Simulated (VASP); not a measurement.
# As2Pt (Sperrylite) (Pa-3) in VASP: notebook, part 2 of 2

VASP 6.6.1.

## 3. Relaxation of cell and atoms, LDA

This run uses another cell than the first one, of 17.57 Å³/atom, 0.992 times its volume.

Contents of INCAR:

```
SYSTEM = As2Pt
  PREC = Accurate
  ENCUT = 600
  EDIFF = 1E-7
  ISMEAR = 0
  SIGMA = 0.03
  LREAL = .False.
  LASPH = .True.
  NELM = 80
  ALGO = Normal
  ISIF = 3
  LWAVE = .False.
  LCHARG = .False.
  GGA = CA
  IBRION = 2
  NSW = 90
  EDIFFG = -0.005
  KPAR = 4
```

Contents of KPOINTS:

```
regular mesh
0
Gamma
  6 6 6
  0 0 0
```

Contents of POSCAR:

```
As2Pt                                   
1.0
    5.9512733343      0.0000000000      0.0000000000
    0.0000000000      5.9512733343     -0.0000000000
   -0.0000000000      0.0000000000      5.9512733343
  As              Pt            
     8     4
Direct
     0.3830144512342722    0.3830144512342722    0.3830144512342722
     0.1169855487657278    0.6169855487657278    0.8830144512342722
     0.8830144512342722    0.1169855487657278    0.6169855487657278
     0.6169855487657278    0.8830144512342722    0.1169855487657278
     0.6169855487657278    0.6169855487657278    0.6169855487657278
     0.8830144512342722    0.3830144512342722    0.1169855487657278
     0.1169855487657278    0.8830144512342722    0.3830144512342722
     0.3830144512342722    0.1169855487657278    0.8830144512342722
     0.0000000000000000    0.0000000000000000    0.0000000000000000
     0.5000000000000000    0.0000000000000000    0.5000000000000000
     0.5000000000000000    0.5000000000000000    0.0000000000000000
     0.0000000000000000    0.5000000000000000    0.5000000000000000
```

Potentials or basis: VASP PAW LDA potentials, release 64 (As, Pt).

Run with:

```
> cat potpaw_LDA.64/As/POTCAR potpaw_LDA.64/Pt/POTCAR > POTCAR
> mpirun -np 4 vasp_std > vasp.out
```

OUTCAR:

```text
SYSTEM = As2Pt
   PREC = Accurate
   ENCUT = 600
   EDIFF = 1E-7
   ISMEAR = 0
   LREAL = .False.
   LASPH = .True.
   NELM = 80
   ISIF = 3
   GGA = CA
   IBRION = 2
   NSW = 90
   EDIFFG = -0.005

 ion  position               nearest neighbor table
   1  0.383  0.383  0.383-   5 2.41  10 2.48  11 2.48  12 2.48
   2  0.117  0.617  0.883-   6 2.41   9 2.48  11 2.48  12 2.48
   3  0.883  0.117  0.617-   7 2.41   9 2.48  10 2.48  12 2.48
   4  0.617  0.883  0.117-   8 2.41   9 2.48  10 2.48  11 2.48
   5  0.617  0.617  0.617-   1 2.41  10 2.48  11 2.48  12 2.48
   6  0.883  0.383  0.117-   2 2.41   9 2.48  11 2.48  12 2.48
   7  0.117  0.883  0.383-   3 2.41   9 2.48  10 2.48  12 2.48
   8  0.383  0.117  0.883-   4 2.41   9 2.48  10 2.48  11 2.48
   9  0.000  0.000  0.000-   2 2.48   3 2.48   4 2.48   6 2.48   7 2.48   8 2.48
  10  0.500  0.000  0.500-   1 2.48   3 2.48   4 2.48   5 2.48   7 2.48   8 2.48
  11  0.500  0.500  0.000-   1 2.48   2 2.48   4 2.48   5 2.48   6 2.48   8 2.48
  12  0.000  0.500  0.500-   1 2.48   2 2.48   3 2.48   5 2.48   6 2.48   7 2.48

  LATTYP: Found a simple cubic cell.
 ALAT       =     5.9512733343

  Lattice vectors:

 A1 = (   5.9512733343,   0.0000000000,   0.0000000000)
 A2 = (   0.0000000000,   5.9512733343,   0.0000000000)
 A3 = (   0.0000000000,   0.0000000000,   5.9512733343)

Analysis of symmetry for initial positions (statically):
=====================================================================
 Subroutine PRICEL returns:
 Original cell was already a primitive cell.

 Routine SETGRP: Setting up the symmetry group for a
 simple cubic supercell.

 Subroutine GETGRP returns: Found 24 space group operations
 (whereof  6 operations were pure point group operations)
 out of a pool of 48 trial point group operations.

The static configuration has the point symmetry S_6 .
 The point group associated with its full space group is T_h .

Analysis of symmetry for dynamics (positions and initial velocities):
[... 162 lines left out ...]
 conjugate gradient relaxation of ions
 non-spin polarized calculation
 Gauss-broadening in eV      SIGMA  =   0.03
  energy-cutoff  :      600.00
  volume of cell :      210.78
 maximum number of plane-waves:      7088
   NGX = 23   NGY = 23   NGZ = 23

 number of electron      80.0000000 magnetization

 Free energy of the ion-electron system (eV)
  ---------------------------------------------------
  ext. energy  EPLUGINS =         0.00000000
  ---------------------------------------------------
  free energy    TOTEN  =       -79.92783935 eV

  energy without entropy =      -79.92783935  energy(sigma->0) =      -79.92783935

 E-fermi :   7.8091     XC(G=0): -11.5711

 val. band max:        7.6797321775   @ k =   0.3333   0.3333   0.0000
 cond. band min:       7.9702770690   @ k =   0.5000   0.5000   0.5000
 fundamental gap:      0.2905448915
 Fermi energy:         7.8091454281

 k-point     1 :       0.0000    0.0000    0.0000
  band No.  band energies     occupation
      1      -6.7336      2.00000
      2      -4.6734      2.00000
      3      -4.6734      2.00000
      4      -4.6734      2.00000
      5      -2.4422      2.00000
      6      -2.4422      2.00000
[... 1213 lines left out ...]
     47      10.6584      0.00000
     48      10.6584      0.00000

------------------------ aborting loop because EDIFF is reached ----------------------------------------

  FORCE on cell =-STRESS in cart. coord.  units (eV):
  Direction    XX          YY          ZZ          XY          YZ          ZX
  --------------------------------------------------------------------------------------
  -------------------------------------------------------------------------------------
  Total       -0.0036524     -0.0036524     -0.0036524      0.0000000      0.0000000      0.0000000
  in kB       -0.0277626     -0.0277626     -0.0277626      0.0000000      0.0000000      0.0000000
  external PRESSURE =      -0.0277626 kB  Pullay stress =       0.0000000 kB

 VOLUME and BASIS-vectors are now :
 -----------------------------------------------------------------------------
  energy-cutoff  :      600.00
  volume of cell :      210.78
      direct lattice vectors                 reciprocal lattice vectors
     5.951273334  0.000000000  0.000000000     0.168031267  0.000000000  0.000000000
     0.000000000  5.951273334  0.000000000     0.000000000  0.168031267  0.000000000
     0.000000000  0.000000000  5.951273334     0.000000000  0.000000000  0.168031267

 POSITION                                       TOTAL-FORCE (eV/Angst)
 -----------------------------------------------------------------------------------
      2.27942      2.27942      2.27942        -0.002441     -0.002441     -0.002441
      0.69621      3.67185      5.25506         0.002441      0.002441     -0.002441
      5.25506      0.69621      3.67185        -0.002441      0.002441      0.002441
      3.67185      5.25506      0.69621         0.002441     -0.002441      0.002441
      3.67185      3.67185      3.67185         0.002441      0.002441      0.002441
      5.25506      2.27942      0.69621        -0.002441     -0.002441      0.002441
      0.69621      5.25506      2.27942         0.002441     -0.002441     -0.002441
      2.27942      0.69621      5.25506        -0.002441      0.002441     -0.002441
      0.00000      0.00000      0.00000         0.000000      0.000000      0.000000
      2.97564      0.00000      2.97564         0.000000      0.000000      0.000000
      2.97564      2.97564      0.00000         0.000000      0.000000      0.000000
      0.00000      2.97564      2.97564         0.000000      0.000000      0.000000
 -----------------------------------------------------------------------------------
    total drift:                                0.000000      0.000000     -0.000000

  FREE ENERGIE OF THE ION-ELECTRON SYSTEM (eV)
  ---------------------------------------------------
  free  energy   TOTEN  =       -79.9278393542 eV

  energy  without entropy=      -79.9278393542  energy(sigma->0) =      -79.92783935

 reached required accuracy - stopping structural energy minimisation
```

It took 67 s on 4 MPI ranks of Intel Xeon Platinum 8375C at 2.90GHz (Ice Lake), shared host; peak memory 0.41 GiB.

Results:

* Free energy: -79.9278 eV
* Pressure after relaxing: 0.0 GPa
* Largest force after relaxing: 0.004 eV/Å
* Band gap on the k mesh: 0.29 eV, indirect (least direct gap 1.04 eV)

Forces on the atoms (eV/Å):
```
As  -0.002 -0.002 -0.002
As   0.002  0.002 -0.002
As  -0.002  0.002  0.002
As   0.002 -0.002  0.002
As   0.002  0.002  0.002
As  -0.002 -0.002  0.002
As   0.002 -0.002 -0.002
As  -0.002  0.002 -0.002
Pt   0.000  0.000  0.000
Pt   0.000  0.000  0.000
Pt   0.000  0.000  0.000
Pt   0.000  0.000  0.000
```

Final structure:
```
As Pt
1.0
     5.95127    0.00000    0.00000
     0.00000    5.95127    0.00000
     0.00000    0.00000    5.95127
As Pt
8 4
Direct
  0.38301 0.38301 0.38301
  0.11699 0.61699 0.88301
  0.88301 0.11699 0.61699
  0.61699 0.88301 0.11699
  0.61699 0.61699 0.61699
  0.88301 0.38301 0.11699
  0.11699 0.88301 0.38301
  0.38301 0.11699 0.88301
  0.00000 0.00000 0.00000
  0.50000 0.00000 0.50000
  0.50000 0.50000 0.00000
  0.00000 0.50000 0.50000
```

Caveat: the relaxation stopped at its first step, so nothing moved; spin-orbit coupling is left out, which moves the levels of the heavy elements.
